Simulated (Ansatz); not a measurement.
Pt (Fm-3m), a film clamped to a substrate

All numbers below come from Ansatz 0.2.0, DFT PBEsol, scalar-relativistic, plane waves, PAW. Settings: plane waves to 420 eV, k-mesh 26×26×26 (Γ-centred), Gaussian smearing 0.15 eV. Spin–orbit coupling is left out, which can shift energies with elements as heavy as these. No spin polarisation. Energies are free energies at this smearing, counted from the undisturbed cell; pressure is positive in compression.

The starting cell (relaxed at this level; with this scan's settings it stands at 0.1 GPa):

```
Pt
1.0
     0.00000    1.95903    1.95903
     1.95903    0.00000    1.95903
     1.95903    1.95903    0.00000
Pt
1
Cartesian
  0.0000 0.0000 0.0000
```

The cell (1 atom, V0 = 15.04 Å³) is strained by p along both x and y and by q along z, fractional coordinates fixed. τp = (1/V0) ∂E/∂p = (σxx + σyy)(1 + p)(1 + q) and τq = (1/V0) ∂E/∂q = σzz(1 + p)², with tension positive.

| p | q | ΔE (meV/atom) | τp (GPa) | τq (GPa) |
| --- | --- | --- | --- | --- |
| 0.000 | 0.000 | 0.00 | -0.19 | -0.10 |
| -0.025 | 0.000 | 39.71 | -35.21 | -13.73 |
| 0.025 | 0.000 | 32.30 | 26.49 | 11.53 |
| 0.000 | -0.025 | 11.30 | -13.75 | -9.77 |
| 0.000 | 0.025 | 9.78 | 11.51 | 8.21 |

**Question.** Get the second derivatives of the energy density.

**Answer.** Central differences give A = ∂τp/∂p = 1234 GPa (C11 + C22 + 2 C12), C = ∂τq/∂q = 359 GPa (C33) and the cross term B = ∂τq/∂p = 505 GPa (C13 + C23); ∂τp/∂q = 505 GPa must equal B, and any difference shows higher-order terms. The ions are clamped. In a cubic crystal C11 = C = 359, C12 = B/2 = 253 GPa and A should be 2(C11 + C12) = 1224 GPa; the bulk modulus is (C11 + 2 C12)/3 = 288 GPa.

**Question.** A film of this crystal grows with z along the normal on a substrate that imposes p. How does its thickness respond, and what does the misfit cost?

**Answer.** Count p and q from the stress-free cell. A free surface needs τq = 0, so q = −(B/C) p = -1.41 p. The energy density left is (A − B²/C) p²/2 = M p², with the biaxial modulus M = 262 GPa; a misfit of 1 % costs 2.46 meV/atom, against 5.79 meV/atom if the thickness were held.

In a metal these slopes depend on the k mesh and the smearing.

Platinum resists a change of volume much more strongly than a tetragonal change of shape: C12 reaches 253 GPa against 359 GPa for C11. This is typical of a late 5d metal, where cohesion from a broad, largely filled d band meets strong short-range repulsion between extended d shells, while weakly directional bonding leaves shear comparatively cheap. The film therefore offsets much of an in-plane strain through its thickness, with q = -1.41 p, though not enough to conserve volume. This relaxation cuts the misfit energy by more than half.

Compression costs more than equal extension in both strain directions, as expected when repulsion rises steeply at short distances. A compressive misfit is therefore probably somewhat dearer than a tensile one, a difference the quadratic estimate omits. With one atom per primitive cell, homogeneous strain leaves no internal coordinate to relax, so clamping the ions does not stiffen these constants. The film result applies to a (001) orientation; the close-packed (111) texture common in platinum films would also involve C44, which these strains do not probe.
